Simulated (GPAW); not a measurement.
Runs of GPAW 26.7.0 on In. It takes space group I4/mmm (No. 139, tetragonal). The conventional cell has a = 3.251 Å, b = 3.251 Å, c = 4.947 Å, α = 90.00°, β = 90.00°, γ = 90.00°. In (site symmetry 4/mmm) is surrounded by 12 In at 3.25 to 3.38 Å. 

```tsv
task	level	potentials or basis	spin	k mesh	cutoff (eV)	eta	response ecut	scissors	kernel	maxiter	mesh quality	gap on the mesh (eV)	pressure (GPa)
optical spectrum	RPBE	the program's PAW data sets (release 1.2.1) made for this functional, pw	off	9 × 9 × 9	450	0.1 eV	50 eV	0 eV	RPA	150	not flagged	none	-
optical spectrum	PBEsol	PAW data sets generated in the run's folder for this functional, pw	off	9 × 9 × 9	450	0.1 eV	50 eV	0 eV	RPA	150	not flagged	none	-
single point	PBE	GPAW PAW data sets (gpaw-data 1.2.1), pw	off	9 × 9 × 9	450	-	-	-	-	120	not flagged	none	(a)
single point	BLYP	PAW data sets generated in the run's folder for this functional, pw	off	9 × 9 × 9	500	-	-	-	-	120	not flagged	none	5.2
```

Alike in all rows: cell as given; smearing fermi-dirac 0.05 eV.

**Question.** Fill in the values left out.

**Answer.** (a) -0.2.

Caveats: the intraband term hangs on this k mesh (some runs); the long-wavelength limit can be off by a per cent or two (some runs); independent-particle spectra lack excitons (some runs); the cutoff is short for stress and forces, so pressures can be off by a GPa or more (some runs).

A k mesh can miss the band edges, and the runs leave out spin-orbit coupling on In.

A gap of «none» marks a metal or a gap under the smearing width.
